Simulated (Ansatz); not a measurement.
# Al (Im-3m) in Ansatz: notebook

Runs on Al. Level: PBE0. Tasks: single point, equation of state.

Program: Ansatz 0.2.0. These are calculated values, not measurements. Logs are shortened: lines on timing, memory, paths and dates and some standing lists are left out, and cuts for length are marked.

## 1. The structure

Symmetry: Im-3m, No. 229, cubic system. Conventional cell: a = 3.182 Å, b = 3.182 Å, c = 3.182 Å, α = 90.00°, β = 90.00°, γ = 90.00°. Around Al (site symmetry m-3m) lie 8 Al at 2.76 Å.

This isn't the form of Al at room conditions, which is fcc.

## 2. Single point, PBE0, 15.15 Å³/atom (volume scaled by 0.94)

Input file input.yaml:

```yaml
crystal:
  lattice:
    - [-1.5587357247, 1.5587357247, 1.5587357247]
    - [1.5587357247, -1.5587357247, 1.5587357247]
    - [1.5587357247, 1.5587357247, -1.5587357247]
  atoms:
    - { symbol: Al, position: [0.0, 0.0, 0.0] }
hamiltonian:
  xc: pbe0
  pseudopotentials: { kind: paw }
kpoints:
  mp_grid: { grid: [6, 6, 6] }
scf:
  occupations: { method: fermi_dirac, width: 0.05 }
output:
  forces: true
  stress: true
  eigenvalues: true
```

Potentials or basis: Ansatz PAW.

Started as:

```console
ansatz run input.yaml --threads 2 --pin off --max-ram 5632MiB --backend cpu --events-out ev --progress --plain --runs-dir out
```

The log of the run:

```text
Warning: output.stress: scf.convergence.dr2_threshold = 1e-7 eV (the SCF's general default) is looser than the 1e-10 eV advised for a printed stress (1e-10 eV for each atom of the cell: 1). What an SCF threshold leaves in a stress goes as its square root, and in the free energy as the threshold itself, and one threshold admits the most on a small cell: of the crystals measured, under no hybrid functional and no lock of the moments, on runs that ended without the residual-converged pass, on stresses that held no estimate of that error, the worst erred by over 100 MPa in a component at 1e-7 eV an atom and by under 5 at 1e-10. Set scf.convergence.dr2_threshold to 1e-10 eV or tighter. The threshold is an SCF's pass mark: one that does not reach it within its budget of iterations ends unconverged, or closes short of it on a stop that the run arms, and scf.convergence.dr2_threshold's page says what that costs each kind of run
Warning: output.stress: scf.exx.energy_threshold = 1e-6 eV is looser than the 1e-8 eV advised for a stress under a hybrid functional (1e-8 eV for each atom of the cell: 1). Every SCF of the exchange loop can meet its threshold on dr2 while the loop round them stops early: no threshold on dr2 bounds what that leaves in the stress. Set scf.exx.energy_threshold to 1e-8 eV or tighter. The threshold is the loop's pass mark: a loop that does not reach it within its budget of cycles ends unconverged, and scf.exx.energy_threshold's page has the law
Warning: RAYON_NUM_THREADS=2 ignored (pool sized by the plan → 2); use --threads N
Engine: ansatz 0.2.0, x86_64-unknown-linux-gnu
Pseudopotentials: kind: paw
Pseudopotential: Al, paw, valence charge 3, recommended cutoff 420 eV (normal), Al.paw.azcp
Functional definition: PBE0
  parameter a = 0.25
  parameter kappa = 0.804
  parameter beta = 0.06672455060314922
  exchange = (1 - a)*pbe_x(kappa = kappa, mu = beta*pi^2/3) + a*exact_x
  correlation = pbe_c(beta = beta)
Crystal: 1 atoms, lattice volume = 15.149 Å³
Basis set: ecut = 420 eV, 321 PW (Γ), exchange–correlation on 40×40×40 points (8 copies of the dense FFT grid, shifted against one another)
Bands: 6, of which v1, the nominal top of the filled ones, is band 2 counted from 1 (1 counted from 0)
Symmetry: 48 space group operations
Space group: Im-3m (ITA 229), of the structure as read, at distance tolerance 2.5e-5 Å
k-points: 16 of 216
Non-local potential: Al, projectors of the file, l = 0: 2, l = 1: 2, l = 2: 1
PAW form: soft (Blöchl's): semilocal exchange-correlation on the pseudo side does not see the compensation charge
PAW frozen core: Al, regenerated for the run's functional, and the local potential with it (the file was generated under x = pbe(κ = 0.804, μ = 0.2195149727645171), c = pbe(β = 0.06672455060314922))
PAW one-centre angular grid: Al, 110 points (default); XC on 64 Gauss nodes
Initial density: superposition of atomic densities (neutral atoms: chi_scale 0, normalization atom), corrected by the library's trained network
Initial wavefunctions: pseudopotential atomic-orbital guess
Functional: x = pbe(κ = 0.804, μ = 0.2195149727645171), c = pbe(β = 0.06672455060314922), warm-up for x = 0.75 pbe(κ = 0.804, μ = 0.2195149727645171) + 0.25 exact, c = pbe(β = 0.06672455060314922)
SCF iter   1: F=—  HF=-537.404410 eV  |F-HF|=—  |Δ(HF+E_count)|=         —  Δρ=5.82e-4  dr2=2.93e-5  ethr=1.77e-3  ⟨swp⟩=6.6  Hψ=479  notcnv=0
preconditioner: auto → none  [insulator: Δε(μ)=0.848 eV  Ē_g=14.069 eV  σ=0.050 eV  W_gap=0.87  n_scr=0 (ndim 8)  ℏωp=16.5 eV  f_vac=0.000  D(μ)=0.49/eV (n_scr^D=0)]
SCF iter   2: F=—  HF=-537.404412 eV  |F-HF|=—  |Δ(HF+E_count)|=   1.43e-6  Δρ=2.95e-4  dr2=7.40e-6  ethr=9.76e-7  ⟨swp⟩=2.9  Hψ=162  notcnv=0  defer=5
iter 3 solved again at ethr=2.05e-11 eV; its pass at ethr=2.47e-7 eV (dr2=6.16e-10 eV) is discarded
SCF iter   3: F=-537.404412 eV  HF=-537.404412 eV  |F-HF|=6.19e-10  |Δ(HF+E_count)|=   1.64e-7  Δρ=3.20e-6  dr2=7.11e-10  ethr=2.05e-11  ⟨swp⟩=5.1  Hψ=325  notcnv=0  defer=2
SCF 1 converged in 3 iterations: F = -537.404412 eV  dr2 = 7.11e-10
Initial density: handed on by an earlier stage of this run
Initial wavefunctions: those handed on with the density
Functional: x = 0.75 pbe(κ = 0.804, μ = 0.2195149727645171) + 0.25 exact, c = pbe(β = 0.06672455060314922)
Frozen-core exchange: fock
iter 1 solved again at ethr=1.34e-5 eV; its pass at ethr=1.00e-1 eV (dr2=4.03e-4 eV) is discarded
SCF iter   1: F=—  HF=-537.904653 eV  |F-HF|=—  |Δ(HF+E_count)|=         —  Δρ=1.63e-3  dr2=4.83e-4  ethr=1.34e-5  ⟨swp⟩=4.4  Hψ=516  notcnv=0
preconditioner: auto → none  [insulator: Δε(μ)=1.382 eV  Ē_g=16.261 eV  σ=0.050 eV  W_gap=0.87  n_scr=0 (ndim 8)  ℏωp=16.5 eV  f_vac=0.000  D(μ)=0.49/eV (n_scr^D=0)]
SCF iter   2: F=—  HF=-537.904287 eV  |F-HF|=—  |Δ(HF+E_count)|=   3.65e-4  Δρ=7.20e-4  dr2=1.25e-4  ethr=1.34e-5  ⟨swp⟩=1.9  Hψ=119  notcnv=0
SCF iter   3: F=—  HF=-537.904205 eV  |F-HF|=—  |Δ(HF+E_count)|=   8.21e-5  Δρ=7.18e-5  dr2=3.44e-5  ethr=2.84e-6  ⟨swp⟩=2.9  Hψ=142  notcnv=0
SCF iter   4: F=-537.904510 eV  HF=-537.904514 eV  |F-HF|=3.26e-6  |Δ(HF+E_count)|=   3.09e-4  Δρ=1.69e-4  dr2=5.19e-6  ethr=1.90e-8  ⟨swp⟩=4.7  Hψ=256  notcnv=0
SCF iter   5: F=—  HF=-537.904511 eV  |F-HF|=—  |Δ(HF+E_count)|=   2.89e-6  Δρ=1.26e-5  dr2=8.52e-7  ethr=1.90e-8  ⟨swp⟩=3.8  Hψ=157  notcnv=0
SCF iter   6: F=-537.904515 eV  HF=-537.904515 eV  |F-HF|=5.47e-8  |Δ(HF+E_count)|=   4.73e-6  Δρ=2.44e-5  dr2=1.14e-7  ethr=5.81e-10  ⟨swp⟩=4.2  Hψ=278  notcnv=0
SCF 2 stopped early in 6 iterations: F = -537.904515 eV  dr2 = 1.14e-7
hybrid outer 1: dexx = +3.496e-4 eV, tail = 4.68e-7 eV
Frozen-core exchange: fock
SCF iter   1: F=—  HF=-537.904502 eV  |F-HF|=—  |Δ(HF+E_count)|=         —  Δρ=4.31e-6  dr2=8.62e-7  ethr=7.80e-8  ⟨swp⟩=3.0  Hψ=212  notcnv=0
preconditioner: auto → none  [insulator: Δε(μ)=1.379 eV  Ē_g=16.257 eV  σ=0.050 eV  W_gap=0.87  n_scr=0 (ndim 8)  ℏωp=16.5 eV  f_vac=0.000  D(μ)=0.49/eV (n_scr^D=0)]
SCF iter   2: F=-537.904517 eV  HF=-537.904517 eV  |F-HF|=3.29e-10  |Δ(HF+E_count)|=   1.57e-5  Δρ=3.32e-6  dr2=3.84e-9  ethr=5.71e-11  ⟨swp⟩=4.4  Hψ=205  notcnv=0
SCF 3 converged in 2 iterations: F = -537.904517 eV  dr2 = 3.84e-9
  Residual-converged pass: ⟨swp⟩=1.9  Hψ=116  notcnv=0  max |occ|·‖R‖ = 2.1e-6 eV (tolerance 2.4e-6 eV)  dr2=3.84e-9  dr2_onsite=1.91e-11  max |Δocc| = 3.1e-23
hybrid outer 2: dexx = +3.510e-9 eV, tail = 7.74e-9 eV, Δε = 6.49e-4 eV (about 1.55e-4 eV left of the loop's levels)
at 1 of the mixer's solves, all of them in the SCFs whose states led to this one, it left a direction of its history that read negative out of its fit and stepped the other way along it
hybrid SCF converged: 2 outer / 8 inner (+3 warm-up), last move |dexx| = 3.51e-9 eV, tail = 7.74e-9 eV
Stability not checked: this state was not tested for a lower state beside it, because the functional holds exact exchange (a hybrid, or Hartree-Fock), whose exchange loop this test does not read (fock_operator; see scf.lower_state_search)
Free energy (F): -537.904517 eV
Frozen-core exchange: fock
Harris-Foulkes:  -537.904517 eV  (|F-HF|=3.29e-10)
Internal energy: -537.900331 eV  (E = F + TS)
E sigma→0 (E₀):  -537.902424 eV
Entropy (-TS):   -0.004186 eV (-4.186 meV/atom)
Fermi energy:    8.997370 eV
--- Per-component energies (eV) ---
  E_band       = 9.534638
  E_kinetic    = 24.052867
  E_local      = 11.348116  (includes V_loc(G=0)·N_el)
  E_nonlocal   = 10.494158
  E_hartree    = 0.091792
  E_xc         = -31.465576
  E_vxc        = -23.424956  (∫ρ·V_xc dr)
  E_exx        = -4.663528  (= α·E_x^exact, valence–valence)
  E_paw        = -472.070560  (= ΣΔE_a)
  E_vpaw       = -3.792078  (= ΣTr[D̂ρ^β])
  E_aug_tail   = -0.000002  (compensation charges beyond the density's cutoff)
  E_ewald      = -75.643522
  E_core_change = -0.044075  (= ΣΔE_core)
  E_smearing   = -0.004186  (= −TS)
  E_closure    = 0.000000  (closes the sum)
  Σ components = -537.904517   (vs F -537.904517, Δ=0.00e0)
--- Forces (eV/Å), atoms counted from 1 ---
  atom   1  Al     0.00000000    -0.00000000     0.00000000
  max |Σ_I F_I| component: 1.85e-32 eV/Å
--- Stress (GPa, compression-positive) ---
        9.645473      -0.000000      -0.000000
        0.000000       9.645473      -0.000000
        0.000000       0.000000       9.645473
  P = ⅓ Tr σ = 9.6455 GPa (96.455 kbar)
--- Band table (eV; the first three rows and the last of 16) ---
  k-point 0: bands = ["-4.9032", "23.9840", "23.9840", "23.9840", "26.5441", "26.5441"]
  k-point 1: bands = ["-3.9736", "18.1003", "21.6518", "21.6668", "23.7191", "24.8778"]
  k-point 2: bands = ["-1.1607", "10.5537", "19.3029", "19.7006", "21.5002", "23.0633"]
  k-point 15: bands = ["11.4506", "11.4506", "11.4506", "12.2261", "12.2261", "16.6154"]
```

Run time: 11 s. Hardware: 2 threads of Intel Xeon at 2.50GHz (Skylake/Cascade Lake), shared host; peak memory 0.42 GiB.

What came out:

```yaml
Free_energy: -537.9045 eV
Pressure: 9.6 GPa
Band_gap_on_the_k_mesh: none (metal or under the smearing width)
```

Caveat: the k mesh is coarse (spacing up to 0.48 Å⁻¹), so the values aren't converged, least of all with exact exchange; the PAW data sets come from PBE, with cores solved anew for the run's functional, which leaves a small shift of forces and pressure; the thresholds are loose for stress.

## 3. Single point, PBE0, 15.47 Å³/atom (volume scaled by 0.96)

input.yaml: that of step 2 with these lines changed.

```diff
@@ -2,5 +2,5 @@
   lattice:
-    - [-1.5587357247, 1.5587357247, 1.5587357247]
-    - [1.5587357247, -1.5587357247, 1.5587357247]
-    - [1.5587357247, 1.5587357247, -1.5587357247]
+    - [-1.5697130985, 1.5697130985, 1.5697130985]
+    - [1.5697130985, -1.5697130985, 1.5697130985]
+    - [1.5697130985, 1.5697130985, -1.5697130985]
   atoms:
```

Potentials or basis: Ansatz PAW.

Started as:

```console
ansatz run input.yaml --threads 2 --pin off --max-ram 5632MiB --backend cpu --events-out ev --progress --plain --runs-dir out
```

It took 8.6 s on 2 threads of Intel Xeon at 2.50GHz (Skylake/Cascade Lake), shared host; peak memory 0.42 GiB.

The run converged. Its results:

```
Free energy            : -537.9216 eV
Pressure               : 7.3 GPa
Band gap on the k mesh : none (metal or under the smearing width)
```

Caveat: the k mesh is coarse (spacing up to 0.47 Å⁻¹), so the values aren't converged, least of all with exact exchange; the PAW data sets come from PBE, with cores solved anew for the run's functional, which leaves a small shift of forces and pressure; the thresholds are loose for stress.

## 4. Single point, PBE0, 15.79 Å³/atom (volume scaled by 0.98)

Input file input.yaml:

```yaml
crystal:
  lattice:
    - [-1.5805390481, 1.5805390481, 1.5805390481]
    - [1.5805390481, -1.5805390481, 1.5805390481]
    - [1.5805390481, 1.5805390481, -1.5805390481]
  atoms:
    - { symbol: Al, position: [0.0, 0.0, 0.0] }
hamiltonian:
  xc: pbe0
  pseudopotentials: { kind: paw }
kpoints:
  mp_grid: { grid: [6, 6, 6] }
scf:
  occupations: { method: fermi_dirac, width: 0.05 }
output:
  forces: true
  stress: true
  eigenvalues: true
  write_density: true
  write_potential: true
  elf: true
  volumetric_format: npy
```

Started as:

```console
ansatz run input.yaml --threads 2 --pin off --max-ram 5632MiB --backend cpu --events-out ev --progress --plain --runs-dir out
```

Wall time 9.8 s (2 threads of Intel Xeon at 2.50GHz (Skylake/Cascade Lake), shared host); peak memory 0.43 GiB.

The run converged. Its results:

| Quantity | Value |
| --- | --- |
| Free energy | -537.9340 eV |
| Pressure | 5.2 GPa |
| Band gap on the k mesh | none (metal or under the smearing width) |

Caveat: the k mesh is coarse (spacing up to 0.47 Å⁻¹), so the values aren't converged, least of all with exact exchange; the PAW data sets come from PBE, with cores solved anew for the run's functional, which leaves a small shift of forces and pressure; the thresholds are loose for stress.

## 5. Single point, PBE0, 16.12 Å³/atom

input.yaml: that of step 4 with these lines changed.

```diff
@@ -2,5 +2,5 @@
   lattice:
-    - [-1.5805390481, 1.5805390481, 1.5805390481]
-    - [1.5805390481, -1.5805390481, 1.5805390481]
-    - [1.5805390481, 1.5805390481, -1.5805390481]
+    - [-1.59121869, 1.59121869, 1.59121869]
+    - [1.59121869, -1.59121869, 1.59121869]
+    - [1.59121869, 1.59121869, -1.59121869]
   atoms:
```

Started as:

```console
ansatz run input.yaml --threads 2 --pin off --max-ram 5632MiB --backend cpu --events-out ev --progress --plain --runs-dir out
```

Run time: 9.7 s. Hardware: 2 threads of Intel Xeon at 2.50GHz (Skylake/Cascade Lake), shared host; peak memory 0.43 GiB.

Results (log left out):

| Item | Value |
| --- | --- |
| Free energy | -537.9424 eV |
| Pressure | 3.2 GPa |
| Band gap on the k mesh | none (metal or under the smearing width) |

Caveat: the k mesh is coarse (spacing up to 0.47 Å⁻¹), so the values aren't converged, least of all with exact exchange; the PAW data sets come from PBE, with cores solved anew for the run's functional, which leaves a small shift of forces and pressure; the thresholds are loose for stress.

## 6. Single point, PBE0, 16.44 Å³/atom (volume scaled by 1.02)

Input file input.yaml:

```yaml
crystal:
  lattice:
    - [-1.6017568692, 1.6017568692, 1.6017568692]
    - [1.6017568692, -1.6017568692, 1.6017568692]
    - [1.6017568692, 1.6017568692, -1.6017568692]
  atoms:
    - { symbol: Al, position: [0.0, 0.0, 0.0] }
hamiltonian:
  xc: pbe0
  pseudopotentials: { kind: paw }
kpoints:
  mp_grid: { grid: [6, 6, 6] }
scf:
  occupations: { method: fermi_dirac, width: 0.05 }
output:
  forces: true
  stress: true
  eigenvalues: true
```

Potentials or basis: Ansatz PAW.

Started as:

```console
ansatz run input.yaml --threads 2 --pin off --max-ram 5632MiB --backend cpu --events-out ev --progress --plain --runs-dir out
```

It took 11 s on 2 threads of Intel Xeon at 2.50GHz (Skylake/Cascade Lake), shared host; peak memory 0.44 GiB.

The run converged. Its results:

* Free energy: -537.9471 eV
* Pressure: 1.5 GPa
* Band gap on the k mesh: none (metal or under the smearing width)

Caveat: the k mesh is coarse (spacing up to 0.46 Å⁻¹), so the values aren't converged, least of all with exact exchange; the PAW data sets come from PBE, with cores solved anew for the run's functional, which leaves a small shift of forces and pressure; the thresholds are loose for stress.

## 7. Single point, PBE0, 16.76 Å³/atom (volume scaled by 1.04)

input.yaml: that of step 6 with these lines changed.

```diff
@@ -2,5 +2,5 @@
   lattice:
-    - [-1.6017568692, 1.6017568692, 1.6017568692]
-    - [1.6017568692, -1.6017568692, 1.6017568692]
-    - [1.6017568692, 1.6017568692, -1.6017568692]
+    - [-1.6121581793, 1.6121581793, 1.6121581793]
+    - [1.6121581793, -1.6121581793, 1.6121581793]
+    - [1.6121581793, 1.6121581793, -1.6121581793]
   atoms:
```

Started as:

```console
ansatz run input.yaml --threads 2 --pin off --max-ram 5632MiB --backend cpu --events-out ev --progress --plain --runs-dir out
```

It took 13 s on 2 threads of Intel Xeon at 2.50GHz (Skylake/Cascade Lake), shared host; peak memory 0.44 GiB.

It converged, with:

- Free energy: -537.9485 eV
- Pressure: -0.1 GPa
- Band gap on the k mesh: none (metal or under the smearing width)

Caveat: the k mesh is coarse (spacing up to 0.46 Å⁻¹), so the values aren't converged, least of all with exact exchange; the PAW data sets come from PBE, with cores solved anew for the run's functional, which leaves a small shift of forces and pressure; the thresholds are loose for stress.

## 8. Single point, PBE0, 17.08 Å³/atom (volume scaled by 1.06)

Input file input.yaml:

```yaml
crystal:
  lattice:
    - [-1.6224269796, 1.6224269796, 1.6224269796]
    - [1.6224269796, -1.6224269796, 1.6224269796]
    - [1.6224269796, 1.6224269796, -1.6224269796]
  atoms:
    - { symbol: Al, position: [0.0, 0.0, 0.0] }
hamiltonian:
  xc: pbe0
  pseudopotentials: { kind: paw }
kpoints:
  mp_grid: { grid: [6, 6, 6] }
scf:
  occupations: { method: fermi_dirac, width: 0.05 }
output:
  forces: true
  stress: true
  eigenvalues: true
  write_density: true
  write_potential: true
  elf: true
  volumetric_format: npy
```

Started as:

```console
ansatz run input.yaml --threads 2 --pin off --max-ram 5632MiB --backend cpu --events-out ev --progress --plain --runs-dir out
```

Wall time 11 s (2 threads of Intel Xeon at 2.50GHz (Skylake/Cascade Lake), shared host); peak memory 0.45 GiB.

It converged, with:

* Free energy: -537.9469 eV
* Pressure: -1.5 GPa
* Band gap on the k mesh: none (metal or under the smearing width)

Caveat: the k mesh is coarse (spacing up to 0.46 Å⁻¹), so the values aren't converged, least of all with exact exchange; the PAW data sets come from PBE, with cores solved anew for the run's functional, which leaves a small shift of forces and pressure; the thresholds are loose for stress.

## 9. Equation of state, PBE0

Potentials or basis: Ansatz PAW.

No new run: the results of the series are fitted here.

What came out:

```
Equilibrium volume                      : 16.74 Å³/atom
Bulk modulus                            : 77 GPa
Pressure derivative of the bulk modulus : 4.4
```

Energy against volume, from the lowest point:
```tsv
volume (Å³/atom)	energy (meV/atom)
15.149	43.98
15.471	26.94
15.793	14.49
16.116	6.09
16.438	1.38
16.760	0.00
17.083	1.58
```

Caveat: the k mesh is coarse (spacing up to 0.47 Å⁻¹), so the values aren't converged, least of all with exact exchange; the PAW data sets were made with another functional, which shifts forces and pressure a little.
